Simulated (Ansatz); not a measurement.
The structure below was relaxed with r2SCAN (Ansatz, a quantum-chemistry and plane-wave program, PAW, without spin-orbit coupling), at pressure 7 GPa.

Space group F-43m (No. 216); a = b = c = 5.8941 Å, α = β = γ = 90.00°

```csv
atom,site,symmetry,x,y,z
Te,4d,-43m,0.7500,0.7500,0.7500
Zn,4a,-43m,0.0000,0.0000,0.0000
```

Write out a cell with all atoms.


```
ZnTe
1.0
    5.89411     0.00000     0.00000
    0.00000     5.89411     0.00000
    0.00000     0.00000     5.89411
Te Zn
4 4
Direct
  0.25000   0.25000   0.75000
  0.25000   0.75000   0.25000
  0.75000   0.25000   0.25000
  0.75000   0.75000   0.75000
  0.00000   0.00000   0.00000
  0.00000   0.50000   0.50000
  0.50000   0.00000   0.50000
  0.50000   0.50000   0.00000
```
This is the conventional cell.

Load acts through the strain it causes; cell and atoms are relaxed under it. No phonon test of stability was made. Tetrahedral semiconductors of this kind turn to denser phases somewhere between about 1 and 50 GPa; those were not computed, so compressed cells here can lie past the real transition. The cell was made from ZnTe in the zinc blende structure (space group F-43m, No. 216) by this change: pressure 7 GPa.
